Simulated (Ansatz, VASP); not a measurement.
# Cross-check of SiC (Moissanite 3C) between VASP and Ansatz, part 2 of 2

Wanted: the spread between two codes on one cell, functional and k mesh.

VASP 6.6.1 and Ansatz 0.2.0.

So far. Step 4 (Side by side): The walks stopped with -0.02 GPa left in Ansatz and 0.01 GPa in VASP; each walk ends within a tolerance, so the volume difference is uncertain by about these residues over the bulk modulus, most in soft cells.

## 5. VASP: relaxation of cell and atoms, BLYP with D3(BJ)

Level of this step: BLYP with D3(BJ); plane waves and PAW (Si, C) (VASP).

The relaxed volume is the usual yardstick between codes: its relative difference is about their pressure difference at one cell divided by the bulk modulus.

INCAR

```
SYSTEM = SiC
PREC = Accurate
ENCUT = 560
EDIFF = 1E-06
NELM = 100
ISMEAR = -1
SIGMA = 0.05
LREAL = .FALSE.
ALGO = Normal
GGA = B5
ALDAX = 1
AGGAX = 1
AGGAC = 1
ALDAC = 0
IVDW = 12
VDW_S6 = 1
VDW_S8 = 2.6996
VDW_A1 = 0.4298
VDW_A2 = 4.2359
NBANDS = 10
LORBIT = 11
LWAVE = .FALSE.
LCHARG = .FALSE.
KPAR = 2
IBRION = 2
NSW = 60
ISIF = 3
EDIFFG = -0.01
```

POSCAR

```
SiC
1.0
    0.0000000000      2.1790000000      2.1790000000
    2.1790000000      0.0000000000      2.1790000000
    2.1790000000      2.1790000000      0.0000000000
Si C
1 1
Direct
    0.0000000000      0.0000000000      0.0000000000
    0.2500000000      0.2500000000      0.2500000000
```

KPOINTS

```
Automatic mesh
0
Gamma
10 10 10
0 0 0
```

PAW data sets: Si and C (PBE family, release 64).

Command:

```bash
$ mpirun -np 2 vasp_std
```

Numbers of over 12 decimals in the logs are rounded to 6 here.

Log:

```text
[banner, memory and clock lines left out]
running    2 mpi-ranks, on    1 nodes
[...]
|                                                                             |
|               ----> ADVICE to this user running VASP <----                  |
|                                                                             |
|     You enforced a specific xc type in the INCAR file but a different       |
|     [... a line on the potential file left out ...]
|     I HOPE YOU KNOW WHAT YOU ARE DOING!                                     |
|                                                                             |

 LDA part: xc-table for (Slater(with rela. corr.)+VWN5), standard interpolation
 POSCAR, INCAR and KPOINTS ok, starting setup
[...]
entering main loop
       N       E                     dE             d eps       ncg     rms          rms(c)
DAV:   1     0.555796564982E+01    0.55580E+01   -0.40790E+03   972   0.708E+02
DAV:   2    -0.150964182761E+02   -0.20654E+02   -0.19335E+02  1254   0.116E+02
[...]
DAV:   2    -0.136270123394E+02    0.10585E-02   -0.26943E-03   976   0.294E-01    0.129E-01
DAV:   3    -0.136268082492E+02    0.20409E-03   -0.34959E-04  1018   0.114E-01    0.396E-02
DAV:   4    -0.136267743767E+02    0.33873E-04   -0.62992E-05   984   0.407E-02    0.126E-02
DAV:   5    -0.136267746249E+02   -0.24816E-06   -0.22388E-06   762   0.979E-03
   2 F= -.14937036E+02 E0= -.14937036E+02  d E =-.304257E-04
 trial-energy change:   -0.000030  1 .order   -0.000005   -0.003126    0.003115
 step:   0.5069(harm=  0.5008)  dis= 0.00000  next Energy=   -14.937801 (dE=-0.795E-03)
[...]
N       E                     dE             d eps       ncg     rms          rms(c)
DAV:   1    -0.136375683500E+02   -0.10794E-01   -0.14626E-02   946   0.867E-01    0.128E-01
DAV:   2    -0.136373134587E+02    0.25489E-03   -0.66746E-04   974   0.145E-01    0.631E-02
DAV:   3    -0.136372583313E+02    0.55127E-04   -0.83879E-05  1020   0.559E-02    0.198E-02
DAV:   4    -0.136372458634E+02    0.12468E-04   -0.15520E-05   984   0.202E-02    0.611E-03
DAV:   5    -0.136372453796E+02    0.48379E-06   -0.54126E-07   498   0.484E-03
   3 F= -.14937803E+02 E0= -.14937803E+02  d E =-.797675E-03
[...]
reached required accuracy - stopping structural energy minimisation
```

Parts of OUTCAR (step 5):

```text
 Edisp (eV)   -1.31026

 Edisp (eV)   -1.30056

  Total       0.00037     0.00037     0.00037     0.00000     0.00000    -0.00000
  in kB       0.02864     0.02864     0.02864     0.00000     0.00000    -0.00000
  external pressure =        0.03 kB  Pullay stress =        0.00 kB

 POSITION                                       TOTAL-FORCE (eV/Angst)
 -----------------------------------------------------------------------------------
      0.00000      0.00000      0.00000         0.000000      0.000000      0.000000
      1.08673      1.08673      1.08673        -0.000000     -0.000000     -0.000000
 -----------------------------------------------------------------------------------
    total drift:                                0.000000      0.000000      0.000000

  FREE ENERGIE OF THE ION-ELECTRON SYSTEM (eV)
  ---------------------------------------------------
  free  energy   TOTEN  =       -14.9378034892 eV

  energy  without entropy=      -14.9378034886  energy(sigma->0) =      -14.93780349

[... 2 parts as in an earlier step ...]

[... 2 further parts left out ...]
[key lines of the parts left out:]
E-fermi :   9.4747
```

## 6. Ansatz: relaxation of cell and atoms, BLYP with D3(BJ)

The same cell, functional (in two slightly different forms), mesh and smearing now go to Ansatz, which takes its cutoff from its data sets.

input.yaml

```yaml
crystal:
  lattice:
    - [0.0, 2.179, 2.179]
    - [2.179, 0.0, 2.179]
    - [2.179, 2.179, 0.0]
  atoms:
    - { symbol: Si, position: [0.0, 0.0, 0.0] }
    - { symbol: C, position: [0.25, 0.25, 0.25] }
hamiltonian:
  xc: blyp
  pseudopotentials: { kind: paw }
  dispersion: d3bj
kpoints:
  mp_grid: { grid: [10, 10, 10] }
scf:
  occupations: { method: fermi_dirac, width: 0.05 }
relax:
  f_tol: 0.01
  max_steps: 60
  cell: { stress_tol: 0.05 }
output:
  forces: true
  stress: true
```

Command:

```bash
$ ansatz run input.yaml --threads 4 --pin off --max-ram 9216MiB --backend cpu --events-out ev --progress --plain --runs-dir out
```

Log:

```text
[...]
Crystal: 2 atoms, lattice volume = 20.692 Å³
Basis set: ecut = 420 eV, 411 PW (Γ), exchange–correlation on 48×48×48 points (8 copies of the dense FFT grid, shifted against one another)
Bands: 8, of which v1, the nominal top of the filled ones, is band 4 counted from 1 (3 counted from 0)
Symmetry: 24 space group operations
[...]
k-points: 47 of 1000 (time reversal used)
[...]
-0.022386      -0.000000      -0.000000
       -0.000000      -0.022386       0.000000
       -0.000000       0.000000      -0.022386
  P = ⅓ Tr σ = -0.0224 GPa (-0.224 kbar)
--- Relaxed structure (3 steps of the walk, 3 accepted, 1 SCFs on fresh bases) ---
[...]
cell:  # Å, volume = 20.4843 Å³
    - [0, 2.171687, 2.171687]
    - [2.171687, 0, 2.171687]
    - [2.171687, 2.171687, 0]
  atoms:
    - { symbol: Si, position: [0, 0, 0] }
    - { symbol: C, position: [0.25, 0.25, 0.25] }
[key lines of the parts left out:]
SCF converged after 4 iterations
Free energy (F): -892.814806 eV
Fermi energy:    10.864144 eV
```

The job ended after 1.6 s (4 threads of AMD EPYC 7R43, shared host; peak memory 0.37 GiB).

## 7. Side by side

What differs besides the data sets and the points named for the pairs above, as far as they apply: Ansatz makes its cores anew for this functional, VASP keeps those of its PBE data sets; VASP's log shows a relativistic correction to its local exchange, Ansatz's none. Total energies have different zeros and are not compared.

Both answers:

| quantity | Ansatz | VASP | difference |
| --- | --- | --- | --- |
| volume (Å³) | 20.48 | 20.53 | -0.24 % |
| edge a after relaxation, in the typed setting (Å) | 3.071 | 3.074 | -0.08 % |

The walks stopped with -0.02 GPa left in Ansatz and 0.00 GPa in VASP; each walk ends within a tolerance, so the volume difference is uncertain by about these residues over the bulk modulus, most in soft cells.

## 8. Outcome

* difference in volume (relaxation of cell and atoms, PBE with D3(BJ)): 0.071 %
* difference in volume (relaxation of cell and atoms, BLYP with D3(BJ)): -0.24 %

What this shows: The difference in volume is -0.24 % (relaxation of cell and atoms, BLYP with D3(BJ)), within the 1.2 % picked in this series as the mark of a large difference, as far as the stopping tolerances let one tell. Such differences can come from data sets, numerical settings and the points named under the comparisons, not from the functional's error against experiment.

[Lines on the potential files, build, host, timing and source positions are cut from VASP's logs without a mark.]

[Logs are printed without paths, hosts, clocks, repeated set-up lines and the standing remarks that a program may print on its own settings, such as how far it seeks lower states.]

[Hosts, paths, dates, database ids (printed as entryN), source tags and the programs' standing remarks are cut or masked in the printed files.]
